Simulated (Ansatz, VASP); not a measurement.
**Ag in VASP and in Ansatz**

Contents of INCAR:

```
ALGO     = Normal         # electronic algorithm
EDIFF    = 1E-6           # SCF threshold, eV
ENCUT    = 520            # plane-wave cutoff, eV
GGA      = PS             # functional
ISIF     = 2              # what is computed and relaxed
ISMEAR   = 0              # smearing method
LASPH    = True           # aspherical terms in the spheres
LCHARG   = False          # write CHGCAR
LREAL    = False          # projectors in reciprocal space
LWAVE    = False          # write WAVECAR
NBANDS   = 12             # bands
NELM     = 80             # most SCF steps
PREC     = Accurate       # precision mode
SIGMA    = 0.15           # smearing width, eV
```

File KPOINTS:

```
k-points
0
Gamma
  20 20 20
```

The input POSCAR:

```
Ag
1.0
   -1.6142626500      1.6142626500      1.6970453500
    1.6142626500     -1.6142626500      1.6970453500
    1.6142626500      1.6142626500     -1.6970453500
Ag
1
Direct
    0.0000000000      0.0000000000      0.0000000000
```

Input for Ansatz:

```yaml
crystal:
  lattice:
    - [-1.61426265, 1.61426265, 1.69704535]
    - [1.61426265, -1.61426265, 1.69704535]
    - [1.61426265, 1.61426265, -1.69704535]
  atoms:
    - { symbol: Ag, position: [0.0, 0.0, 0.0] }
basis:
  ecutwfc: 420
kpoints:
  mp_grid: { grid: [20, 20, 20] }
hamiltonian:
  xc: pbesol
scf:
  occupations: { method: gaussian, width: 0.15 }
output:
  forces: true
  stress: true
  eigenvalues: true
```

Change from the starting cell: strain -0.025 along x and y, +0.025 along z, atoms carried along.

Alike in both runs: task single point; functional PBEsol; k mesh 20 × 20 × 20; occupations gaussian, width 0.15 eV; no spin polarisation.

```csv
,VASP,Ansatz
version,VASP 6.6.1,Ansatz 0.2.0
potentials or method,"VASP PAW PBE potentials, release 64 (Ag)","scalar-relativistic, plane waves, PAW"
plane-wave cutoff (eV),520,420
valence electrons in the cell,11,19
```

Ansatz gave:

- gap on the k mesh at the Fermi level (eV): none
- pressure (GPa): -5.3
- largest component of the traceless stress (GPa): 0.54

Question: Estimate VASP's values.

Answer: gap on the k mesh at the Fermi level (eV): none; pressure (GPa): -5.4; largest component of the traceless stress (GPa): 0.53.

A gap of «none» marks a metal or a gap that the smearing closes. The functional is the same, so the differences come from potentials, cutoffs and numerics. The two sets of potentials don't hold the same shells in valence.

Caveats: the PAW data sets were made with another functional, which shifts forces and pressure a little (VASP).
